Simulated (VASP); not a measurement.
VASP inputs for Ge (strained diamond)

INCAR

```
ISMEAR = 0
NELM = 120
EDIFF = 1E-7
NSW = 0
SIGMA = 0.01
ISIF = 2
METAGGA = R2SCAN
ENCUT = 520
LCHARG = .FALSE.
IBRION = -1
NBANDS = 21
PREC = Accurate
LREAL = .FALSE.
LASPH = .TRUE.
ALGO = Normal
LWAVE = .FALSE.
```

KPOINTS

```
KPOINTS created by Atomic Simulation Environment
0
Gamma
8 8 8
0 0 0
```

KPOINTS_OPT

```
special points
7
Reciprocal
0.0000000000 0.0000000000 0.0000000000 1
0.5000000000 0.0000000000 0.5000000000 1
0.6250000000 0.2500000000 0.6250000000 1
0.3750000000 0.3750000000 0.7500000000 1
0.5000000000 0.5000000000 0.5000000000 1
0.5000000000 0.2500000000 0.7500000000 1
0.0000000000 0.0000000000 0.5000000000 1
```

POSCAR

```
Ge
 1.0000000000000000
     0.0000000000000000    2.7801360418000001    2.7801360418000001
     2.7801360418000001    0.0000000000000000    2.7801360418000001
     2.7801360418000001    2.7801360418000001    0.0000000000000000
 Ge
   2
Cartesian
  0.0000000000000000  0.0000000000000000  0.0000000000000000
  1.3900680208999998  1.3900680208999998  1.3900680208999998
```

VASP ran with the recommended PBE PAW datasets (28 valence electrons in the cell).

**Question.** Estimate the main results of this run.

**Answer.** gap between bands v and c 0.62 eV; least direct gap 0.92 eV; pressure 5.1 GPa.

Band v is the last that the valence electrons fill when counted band by band, and c is the next. Levels in eV from the top of v:

| point | v−1 | v | c | c+1 |
| --- | --- | --- | --- | --- |
| Γ | 0.00 | 0.00 | 0.92 | 2.73 |
| X | -3.42 | -3.42 | 0.90 | 0.90 |
| K | -4.79 | -2.94 | 1.36 | 4.52 |
| L | -1.57 | -1.57 | 0.62 | 4.02 |
| W | -4.32 | -4.32 | 4.90 | 4.90 |
